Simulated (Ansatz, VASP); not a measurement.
**Two plane-wave programs on Fe**

Contents of INCAR:

```
SYSTEM = Fe
ALGO     = Normal         ! electronic algorithm
EDIFF    = 1E-6           ! SCF threshold, eV
ENCUT    = 520            ! plane-wave cutoff, eV
GGA      = PE             ! functional
ISIF     = 2              ! what is computed and relaxed
ISMEAR   = 1              ! smearing method
LASPH    = .True.         ! aspherical terms in the spheres
LCHARG   = .False.        ! write CHGCAR
LREAL    = .False.        ! projectors in reciprocal space
LWAVE    = .False.        ! write WAVECAR
NBANDS   = 10             ! bands
NELM     = 80             ! most SCF steps
PREC     = Accurate       ! precision mode
SIGMA    = 0.6            ! smearing width, eV
```

KPOINTS

```
k-points
0
Gamma
  16 16 16
  0 0 0
```

The input POSCAR:

```
Fe
1.0
   -1.3807996972      1.3807996972      1.3807996972
    1.3807996972     -1.3807996972      1.3807996972
    1.3807996972      1.3807996972     -1.3807996972
Fe
1
Direct
    0.0000000000      0.0000000000      0.0000000000
```

Input for Ansatz:

```yaml
crystal:
  lattice:
    - [-1.3807996972, 1.3807996972, 1.3807996972]
    - [1.3807996972, -1.3807996972, 1.3807996972]
    - [1.3807996972, 1.3807996972, -1.3807996972]
  atoms:
    - { symbol: Fe, position: [0.0, 0.0, 0.0] }
hamiltonian:
  xc: pbe
  pseudopotentials:
    kind: paw
    azcp:
      Fe: "pseudopotentials/Fe.paw.azcp"
basis:
  ecutwfc: 420
  fft_grid_basis: typed
kpoints:
  mp_grid: { grid: [16, 16, 16], shift: [0, 0, 0] }
magnetization:
  spin_polarized: false
scf:
  occupations: { method: methfessel_paxton, width: 0.6 }
  lower_state_search: "off"
output:
  stress: true
```

Alike in both runs: task single point; functional PBE; k mesh 16 × 16 × 16; occupations methfessel-paxton of order 1, width 0.6 eV; no spin polarisation.

|  | VASP | Ansatz |
| --- | --- | --- |
| version | VASP 6.6.1 | Ansatz 0.2.0 |
| potentials or method | VASP PAW PBE potentials, release 64 (Fe) | plane waves (420 eV) with PAW, scalar-relativistic |
| plane-wave cutoff (eV) | 520 | 420 |
| valence electrons in the cell | 8 | 16 |

VASP gave:

```
pressure (GPa) : -0.2
```

What did Ansatz give for the same quantities?

Pressure (GPa): 0.4.

With one functional, cell and mesh, what is left measures potentials, basis and numerics. The two sets of potentials don't hold the same shells in valence.

Caveats: the run has no spin polarisation, though such a crystal can be magnetic. Spin polarisation is off, so any magnetic state and its effect on volume and gap are missing.
